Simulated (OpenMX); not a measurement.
Crystal: MnS.

```
Mn S
1.0
     0.00000    2.60450    2.60450
     2.60450    0.00000    2.60450
     2.60450    2.60450    0.00000
Mn S
1 1
Direct
  0.00000 0.00000 0.00000
  0.50000 0.50000 0.50000
```

Base run:

* Program: OpenMX 3.8.5
* Functional: PBE
* Potentials or basis: OpenMX 2013 PBE set, Mn6.0-s3p2d2, S7.0-s2p2d1f1, grid cutoff 400 Ry
* k mesh: 7 × 7 × 7
* Occupations: fermi-dirac, width 0.05 eV
* Spin: collinear spin, ferromagnetic start
* Starting moments: [4.0, 0.0] μB
* Hubbard terms: Mn U = 2 eV

Its results: band gap on the k mesh none (metal or under the smearing width); net moment 4.97 μB per cell; site moments Mn +4.91; S +0.06 μB.

Task: The run is repeated on the same cell with these changes: hubbard terms from Mn U = 2 eV to Mn U = 6 eV. What comes out?

Result: Band gap on the k mesh 1.40 eV, indirect (least direct gap 3.32 eV); net moment 5.00 μB per cell; site moments Mn +5.29; S -0.29 μB.

Caveats: U acts on the first radial function of the shell alone, so its value doesn't carry over to other programs; the basis of atomic orbitals isn't converged, which shifts pressures, moduli and gaps; a cell with one magnetic atom can't hold antiferromagnetic order, which such compounds often take; an odd mesh through Γ misses points on the zone boundary, where band edges often lie (some runs).
